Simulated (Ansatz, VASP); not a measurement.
## Two plane-wave programs on CO2

INCAR

```
SYSTEM = CO2
PREC = Accurate
ENCUT = 520
EDIFF = 1E-7
ISMEAR = -1
SIGMA = 0.02
LREAL = .False.
LASPH = .True.
NELM = 100
ALGO = Normal
ISIF = 2
LWAVE = .False.
LCHARG = .False.
GGA = PE
NBANDS = 25
```

KPOINTS

```
Automatic mesh
0
Gamma
  10 10 10
  0 0 0
```

The input POSCAR:

```
CO2
1.0
   -1.9548127153      1.9548127153      2.9673315043
    1.9548127153     -1.9548127153      2.9673315043
    1.9548127153      1.9548127153     -2.9673315043
C O
2 4
Direct
    0.0000000000      0.0000000000      0.0000000000
    0.7500000000      0.2500000000      0.5000000000
    0.3750000000      0.2923507872      0.4173507872
    0.7076492128      0.1250000000      0.0826492128
    0.8750000000      0.9576492128      0.5826492128
    0.0423507872      0.6250000000      0.9173507872
```

Input for Ansatz:

```yaml
crystal:
  lattice:
    - [-1.9548127153, 1.9548127153, 2.9673315043]
    - [1.9548127153, -1.9548127153, 2.9673315043]
    - [1.9548127153, 1.9548127153, -2.9673315043]
  atoms:
    - { symbol: C, position: [0.0, 0.0, 0.0] }
    - { symbol: C, position: [0.75, 0.25, 0.5] }
    - { symbol: O, position: [0.375, 0.2923507872, 0.4173507872] }
    - { symbol: O, position: [0.7076492128, 0.125, 0.0826492128] }
    - { symbol: O, position: [0.875, 0.9576492128, 0.5826492128] }
    - { symbol: O, position: [0.0423507872, 0.625, 0.9173507872] }
kpoints:
  mp_grid: { grid: [10, 10, 10] }
  band_path:
    path:
      - [[0.0, 0.0, 0.0], [-1.170486125498e-17, 1.170486125498e-17, 0.5], [0.25, 0.25, 0.25], [1.143618701531e-17, 0.5, -1.143618701531e-17], [0.0, 0.0, 0.0], [0.5, 0.5, -0.5], [0.3584971134941, 0.6415028865059, -0.3584971134941]]
      - [[-0.3584971134941, 0.3584971134941, 0.3584971134941], [0.0, 0.0, 0.0]]
      - [[-1.170486125498e-17, 1.170486125498e-17, 0.5], [-0.2169942269882, 0.2169942269882, 0.5]]
      - [[0.5, 0.5, -0.2169942269882], [0.5, 0.5, -0.5]]
    npoints: 10
hamiltonian:
  xc: pbe
scf:
  occupations: { method: fermi_dirac, width: 0.02 }
  n_extra_bands: 5
output:
  forces: true
  stress: true
  eigenvalues: true
```

Alike in both runs: task single point; functional PBE; k mesh 10 × 10 × 10; occupations fermi-dirac, width 0.02 eV; no spin polarisation.

```csv
,VASP,Ansatz
version,VASP 6.6.1,Ansatz 0.2.0
potentials or method,"VASP PAW PBE potentials, release 64 (C, O)","plane waves, PAW"
plane-wave cutoff (eV),520,420
valence electrons in the cell,32,32
```

Ansatz gave:

```
gap on the k mesh at the Fermi level (eV)       : 7.81
pressure (GPa)                                  : 7.7
largest component of the traceless stress (GPa) : 0.29
rms of the force components (eV/Å)              : 0.123
```

Which values does VASP return?

gap on the k mesh at the Fermi level (eV): 7.74; pressure (GPa): 9.2; largest component of the traceless stress (GPa): 0.47; rms of the force components (eV/Å): 0.161.

Atom by atom the forces differ by 0.038 eV/Å (rms over components).

A k mesh can miss the band edges.
